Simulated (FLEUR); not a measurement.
# PtSe2 (Sudovikovite) (P-3m1) in FLEUR: convergence with minDistance

Aim: find how far minDistance must go before the results for PtSe2 (Sudovikovite) settle, at PBE. This setting moves, with any that are tied to it; all else stays.

Program: FLEUR MaX-R8.1 (later development tree). These are calculated values, not measurements. Logs are shortened: lines on timing, memory, paths and dates and some standing lists are left out, and cuts for length are marked.

## (1) Starting point

The structure is trigonal, space group P-3m1 (No. 164). The conventional cell has a = 3.724 Å, b = 3.724 Å, c = 5.062 Å, α = 90.00°, β = 90.00°, γ = 120.00°. Pt (site symmetry -3m) has 6 Se at 2.49 Å as nearest neighbours. Around Se (site symmetry 3m) lie 3 Pt at 2.49 Å.

## (2) With minDistance 1e-06

Input file inp.xml:

```xml
<?xml version="1.0" encoding="UTF-8" standalone="no"?>
<fleurInput fleurInputVersion="0.39">
   <comment>
      PtSe2                                                                                               
   </comment>
   <calculationSetup>
      <cutoffs Kmax="5.21" Gmax="16.2" GmaxXC="16.2" numbands="0"/>
      <scfLoop itmax="60" minDistance="0.000001" maxIterBroyd="15" imix="Anderson" alpha="0.05" precondParam="0.0" spinf="2.0" sdNocoIR="T"/>
      <coreElectrons ctail="T" frcor="F" kcrel="0" coretail_lmax="0"/>
      <xcFunctional name="pbe" relativisticCorrections="F"/>
      <magnetism jspins="1"/>
      <soc l_soc="F" theta="0.0" phi="0.0" spav="F"/>
      <expertModes spex="0" secvar="F"/>
      <geometryOptimization l_f="T" forcealpha="1.0" forcemix="BFGS" epsdisp="0.0005" epsforce="0.0002"/>
      <ldaU l_linMix="F" mixParam="0.05" spinf="1.0"/>
   </calculationSetup>
   <cell>
      <bzIntegration valenceElectrons="50.0" mode="hist" fermiSmearingEnergy="0.00183747">
         <kPointListSelection listName="default-1"/>
         <!-- k-points included here -->
         <xi:include xmlns:xi="http://www.w3.org/2001/XInclude" href="kpts.xml"> </xi:include>
      </bzIntegration>
      <!-- symmetry operations included here -->
      <xi:include xmlns:xi="http://www.w3.org/2001/XInclude" href="sym.xml"> </xi:include>
      <bulkLattice scale="1.0">
         <bravaisMatrix>
            <row-1>    7.0373400880104002     0.0000000000000000     0.0000000000000000</row-1>
            <row-2>   -3.5186700440052001     6.0945152913003797     0.0000000000000000</row-2>
            <row-3>    0.0000000000000000     0.0000000000000000     9.5657936427252004</row-3>
         </bravaisMatrix>
      </bulkLattice>
   </cell>
   <atomSpecies>
[... 13 lines left out ...]
         <lo type="SCLO" l="1" n="5" eDeriv="1"/>
         <lo type="SCLO" l="2" n="5" eDeriv="2"/>
         <lo type="SCLO" l="3" n="5" eDeriv="2"/>
      </species>
      <species name="Selenium (Se)" element="Se" atomicNumber="34">
         <mtSphere radius="1.88" gridPoints="629" logIncrement="0.019"/>
         <atomicCutoffs lmax="8" lnonsphr="8"/>
         <electronConfig flipSpins="F">
            <coreConfig>(1s1/2) (2s1/2) (2p1/2) (2p3/2) (3s1/2) (3p1/2) (3p3/2)</coreConfig>
            <valenceConfig>(3d3/2) (3d5/2) (4s1/2) (4p1/2) (4p3/2)</valenceConfig>
            <stateOccupation state="(4p1/2)" spinUp="0.666667" spinDown="0.666667"/>
            <stateOccupation state="(4p3/2)" spinUp="1.333333" spinDown="1.333333"/>
         </electronConfig>
         <energyParameters s="4" p="4" d="4" f="4"/>
         <lo type="SCLO" l="2" n="3" eDeriv="0"/>
         <lo type="SCLO" l="0" n="4" eDeriv="2"/>
         <lo type="SCLO" l="1" n="4" eDeriv="2"/>
         <lo type="SCLO" l="3" n="4" eDeriv="2"/>
      </species>
   </atomSpecies>
   <atomGroups>
      <atomGroup species="Platinum (Pt)">
         <relPos label="                   1">.0000000000 .0000000000 .0000000000</relPos>
         <force calculate="T" relaxXYZ="TTT"/>
      </atomGroup>
      <atomGroup species="Selenium (Se)">
         <relPos label="                   2">-1.000/3.000 1.000/3.000 -1.000/4.000</relPos>
         <relPos label="                   3">1.000/3.000 -1.000/3.000 1.000/4.000</relPos>
         <force calculate="T" relaxXYZ="TTT"/>
      </atomGroup>
   </atomGroups>
   <output dos="F" band="F" slice="F">
      <checks vchk="F" cdinf="F"/>
      <bandDOS minEnergy="-.5*Htr" maxEnergy="0.5*Htr" sigma="0.015" storeEVData="T"/>
      <vacuumDOS vacdos="F" integ="F" star="F" nstars="0" locx1="0.0" locy1="0.0" locx2="0.0" locy2="0.0" nstm="0" tworkf="0.0"/>
      <unfoldingBand unfoldBand="F" supercellX="1" supercellY="1" supercellZ="1"/>
      <plotting iplot="0" polar="F">
         <plot TwoD="T" vec1="  1.0  0.0  0.0" vec2="  0.0  1.0  0.0" vec3="  0.0  0.0  1.0" zero="  0.0  0.0  0.0" file="plot"/>
      </plotting>
      <chargeDensitySlicing numkpt="0" minEigenval="0.0" maxEigenval="0.0" nnne="0" pallst="F"/>
      <specialOutput eonly="F"/>
      <moessbauerParams electricFieldGradient="T" isomerShift="T" coreHyperfine="T" valenceHyperfine="T"/>
      <magneticCircularDichroism mcd="F" energyLo="-10.0" energyUp="0.0"/>
   </output>
  <!-- We include the file relax.xml here to enable relaxations (see documentation) -->
  <xi:include xmlns:xi="http://www.w3.org/2001/XInclude" href="relax.xml"> <xi:fallback/> </xi:include>
</fleurInput>
```

Input file crystal.txt:

```
PtSe2
&input cartesian=F /
3.7240000000  0.0000000000  0.0000000000
-1.8620000000  3.2250786037  0.0000000000
0.0000000000  0.0000000000  5.0620000000
1.8897261246
1.0 1.0 1.0

3
78 0.0000000000  0.0000000000  0.0000000000
34 0.6666666667  0.3333333333  0.7500000000
34 0.3333333333  0.6666666667  0.2500000000

&kpt div1=6 div2=6 div3=4 gamma=T /
```

Potentials or basis: all-electron, FLAPW.

Launch:

```sh
> inpgen -f crystal.txt -profile fastHighL
> # inp.xml edited to the form shown
> fleur_MPI
```

Standard output:

```text
Welcome to FLEUR        (www.flapw.de)
      MaX-Release 8.1          (www.max-centre.eu)

 ========== k-point set info ==========
 Selected k-point list: default-1
 k-point list type: mesh
 6 x 6 x 4
 Number of k points: 24

 ------------Calculation Setup---------------------------
 Number of MPI-tasks      :            1
 Number of PE/node        :            1
 Number of OMP-threads    :            1
 Most efficient MPI parallelization for:
           1           2           3           4           6           8          12          24
 Additional eigenvalue parallelization possible
 Number of basis functions:         1101
 Approximate size of matrices (H+S) per k-point:         0.018 GB
 --------------------------------------------------------
 Iteration:     1   Distance:      14.46823992 me/bohr^3
 Iteration:     2   Distance:      12.23002161 me/bohr^3
 Iteration:     3   Distance:       6.18447694 me/bohr^3
 Iteration:     4   Distance:       2.98611721 me/bohr^3
 Iteration:     5   Distance:       1.69237510 me/bohr^3
 Iteration:     6   Distance:       0.45667950 me/bohr^3
 Iteration:     7   Distance:       0.35141867 me/bohr^3
 Iteration:     8   Distance:       0.08101930 me/bohr^3
 Iteration:     9   Distance:       0.01503072 me/bohr^3
 Iteration:    10   Distance:       0.01193880 me/bohr^3
 Iteration:    11   Distance:       0.00196440 me/bohr^3
 Iteration:    12   Distance:       0.00118813 me/bohr^3
 Iteration:    13   Distance:       0.00026807 me/bohr^3
 Iteration:    14   Distance:       0.00010868 me/bohr^3
 Iteration:    15   Distance:       0.00009447 me/bohr^3
 Iteration:    16   Distance:       0.00008825 me/bohr^3
 Iteration:    17   Distance:       0.00004284 me/bohr^3
 Iteration:    18   Distance:       0.00001971 me/bohr^3
 Iteration:    19   Distance:       0.00000528 me/bohr^3
 Iteration:    20   Distance:       0.00000473 me/bohr^3
 Iteration:    21   Distance:       0.00000152 me/bohr^3
 Iteration:    22   Distance:       0.00000042 me/bohr^3
 Reset of history

 ********************************************************************
 Run finished successfully
 Stop message:
   Structural relaxation: new displacements generated
 ********************************************************************
```

Wall time 5.8 min (1 thread of Arm Neoverse V2, shared host); peak memory 0.11 GiB.

What came out:

* Free energy: -634222.4495 eV
* Largest force: 0.585 eV/Å
* Band gap on the k mesh: none (metal or under the smearing width)
* Valence electrons inside the program's atomic spheres: Pt 16.40; Se 12.77 (radii Pt 2.44, Se 1.88 bohr)

## (3) With minDistance 1e-05

Changes to inp.xml since step 2:

```diff
@@ -7,3 +7,3 @@
       <cutoffs Kmax="5.21" Gmax="16.2" GmaxXC="16.2" numbands="0"/>
-      <scfLoop itmax="60" minDistance="0.000001" maxIterBroyd="15" imix="Anderson" alpha="0.05" precondParam="0.0" spinf="2.0" sdNocoIR="T"/>
+      <scfLoop itmax="60" minDistance="0.00001" maxIterBroyd="15" imix="Anderson" alpha="0.05" precondParam="0.0" spinf="2.0" sdNocoIR="T"/>
       <coreElectrons ctail="T" frcor="F" kcrel="0" coretail_lmax="0"/>
```

crystal.txt is that of step 2.

Potentials or basis: all-electron, FLAPW.

Launch:

```sh
> inpgen -f crystal.txt -profile fastHighL
> # inp.xml edited to the form shown
> fleur_MPI
```

Run time: 5 min. Hardware: 1 thread of Arm Neoverse V2, shared host; peak memory 0.11 GiB.

Results:

```
Free energy                                           : -634222.4495 eV
Largest force                                         : 0.585 eV/Å
Band gap on the k mesh                                : none (metal or under the smearing width)
Valence electrons inside the program's atomic spheres : Pt 16.40; Se 12.77 (radii Pt 2.44, Se 1.88 bohr)
```

## (4) With minDistance 0.0001

Changes to inp.xml since step 3:

```diff
@@ -7,3 +7,3 @@
       <cutoffs Kmax="5.21" Gmax="16.2" GmaxXC="16.2" numbands="0"/>
-      <scfLoop itmax="60" minDistance="0.00001" maxIterBroyd="15" imix="Anderson" alpha="0.05" precondParam="0.0" spinf="2.0" sdNocoIR="T"/>
+      <scfLoop itmax="60" minDistance="0.0001" maxIterBroyd="15" imix="Anderson" alpha="0.05" precondParam="0.0" spinf="2.0" sdNocoIR="T"/>
       <coreElectrons ctail="T" frcor="F" kcrel="0" coretail_lmax="0"/>
```

crystal.txt is that of step 3.

Launch:

```sh
> inpgen -f crystal.txt -profile fastHighL
> # inp.xml edited to the form shown
> fleur_MPI
```

It took 3.9 min on 1 thread of Arm Neoverse V2, shared host; peak memory 0.11 GiB.

What came out:

```
Free energy                                           : -634222.4495 eV
Largest force                                         : 0.585 eV/Å
Band gap on the k mesh                                : none (metal or under the smearing width)
Valence electrons inside the program's atomic spheres : Pt 16.40; Se 12.77 (radii Pt 2.44, Se 1.88 bohr)
```

## (5) With minDistance 0.001

Changes to inp.xml since step 4:

```diff
@@ -7,3 +7,3 @@
       <cutoffs Kmax="5.21" Gmax="16.2" GmaxXC="16.2" numbands="0"/>
-      <scfLoop itmax="60" minDistance="0.0001" maxIterBroyd="15" imix="Anderson" alpha="0.05" precondParam="0.0" spinf="2.0" sdNocoIR="T"/>
+      <scfLoop itmax="60" minDistance="0.001" maxIterBroyd="15" imix="Anderson" alpha="0.05" precondParam="0.0" spinf="2.0" sdNocoIR="T"/>
       <coreElectrons ctail="T" frcor="F" kcrel="0" coretail_lmax="0"/>
```

crystal.txt is that of step 4.

Launch:

```sh
> inpgen -f crystal.txt -profile fastHighL
> # inp.xml edited to the form shown
> fleur_MPI
```

Wall time 3.5 min (1 thread of Arm Neoverse V2, shared host); peak memory 0.11 GiB.

What came out:

```
Free energy                                           : -634222.4495 eV
Largest force                                         : 0.585 eV/Å
Band gap on the k mesh                                : none (metal or under the smearing width)
Valence electrons inside the program's atomic spheres : Pt 16.40; Se 12.77 (radii Pt 2.44, Se 1.88 bohr)
```

## (6) With minDistance 0.01

Changes to inp.xml since step 5:

```diff
@@ -7,3 +7,3 @@
       <cutoffs Kmax="5.21" Gmax="16.2" GmaxXC="16.2" numbands="0"/>
-      <scfLoop itmax="60" minDistance="0.001" maxIterBroyd="15" imix="Anderson" alpha="0.05" precondParam="0.0" spinf="2.0" sdNocoIR="T"/>
+      <scfLoop itmax="60" minDistance="0.01" maxIterBroyd="15" imix="Anderson" alpha="0.05" precondParam="0.0" spinf="2.0" sdNocoIR="T"/>
       <coreElectrons ctail="T" frcor="F" kcrel="0" coretail_lmax="0"/>
```

crystal.txt is that of step 5.

Potentials or basis: all-electron, FLAPW.

Launch:

```sh
> inpgen -f crystal.txt -profile fastHighL
> # inp.xml edited to the form shown
> fleur_MPI
```

Run time: 3 min. Hardware: 1 thread of Arm Neoverse V2, shared host; peak memory 0.11 GiB.

What came out:

- Free energy: -634222.4495 eV
- Largest force: 0.582 eV/Å
- Band gap on the k mesh: none (metal or under the smearing width)
- Valence electrons inside the program's atomic spheres: Pt 16.40; Se 12.77 (radii Pt 2.44, Se 1.88 bohr)

## (7) With minDistance 0.03

Changes to inp.xml since step 6:

```diff
@@ -7,3 +7,3 @@
       <cutoffs Kmax="5.21" Gmax="16.2" GmaxXC="16.2" numbands="0"/>
-      <scfLoop itmax="60" minDistance="0.01" maxIterBroyd="15" imix="Anderson" alpha="0.05" precondParam="0.0" spinf="2.0" sdNocoIR="T"/>
+      <scfLoop itmax="60" minDistance="0.03" maxIterBroyd="15" imix="Anderson" alpha="0.05" precondParam="0.0" spinf="2.0" sdNocoIR="T"/>
       <coreElectrons ctail="T" frcor="F" kcrel="0" coretail_lmax="0"/>
```

crystal.txt is that of step 6.

Launch:

```sh
> inpgen -f crystal.txt -profile fastHighL
> # inp.xml edited to the form shown
> fleur_MPI
```

Wall time 3 min (1 thread of Arm Neoverse V2, shared host); peak memory 0.11 GiB.

Results:

| Property | Result |
| --- | --- |
| Free energy | -634222.4495 eV |
| Largest force | 0.582 eV/Å |
| Band gap on the k mesh | none (metal or under the smearing width) |
| Valence electrons inside the program's atomic spheres | Pt 16.40; Se 12.77 (radii Pt 2.44, Se 1.88 bohr) |

## (8) With minDistance 0.1

Changes to inp.xml since step 7:

```diff
@@ -7,3 +7,3 @@
       <cutoffs Kmax="5.21" Gmax="16.2" GmaxXC="16.2" numbands="0"/>
-      <scfLoop itmax="60" minDistance="0.03" maxIterBroyd="15" imix="Anderson" alpha="0.05" precondParam="0.0" spinf="2.0" sdNocoIR="T"/>
+      <scfLoop itmax="60" minDistance="0.1" maxIterBroyd="15" imix="Anderson" alpha="0.05" precondParam="0.0" spinf="2.0" sdNocoIR="T"/>
       <coreElectrons ctail="T" frcor="F" kcrel="0" coretail_lmax="0"/>
```

crystal.txt is that of step 7.

Launch:

```sh
> inpgen -f crystal.txt -profile fastHighL
> # inp.xml edited to the form shown
> fleur_MPI
```

Wall time 3 min (1 thread of Arm Neoverse V2, shared host); peak memory 0.11 GiB.

What came out:

- Free energy: -634222.4495 eV
- Largest force: 0.582 eV/Å
- Band gap on the k mesh: none (metal or under the smearing width)
- Valence electrons inside the program's atomic spheres: Pt 16.40; Se 12.77 (radii Pt 2.44, Se 1.88 bohr)

## (9) Summary

| minDistance | energy less the tightest run, at zero smearing (meV/atom) | largest force (eV/Å) | SCF cycles | CPU time (s) | peak memory (GiB) |
| --- | --- | --- | --- | --- | --- |
| 1e-06 | 0.00 | 0.585 | 23 | 350 | 0.11 |
| 1e-05 | 0.00 | 0.585 | 20 | 300 | 0.11 |
| 0.0001 | 0.00 | 0.585 | 16 | 230 | 0.11 |
| 0.001 | 0.00 | 0.585 | 14 | 210 | 0.11 |
| 0.01 | 0.00 | 0.582 | 12 | 180 | 0.11 |
| 0.03 | 0.00 | 0.582 | 12 | 180 | 0.11 |
| 0.1 | 0.00 | 0.582 | 12 | 180 | 0.11 |

Against the tightest run, the energy stays within 1 meV/atom from 1e-06 on; the largest force stays within 0.005 eV/Å from 1e-06 on. The tightest run that finished is the yardstick and may itself not be fully converged.
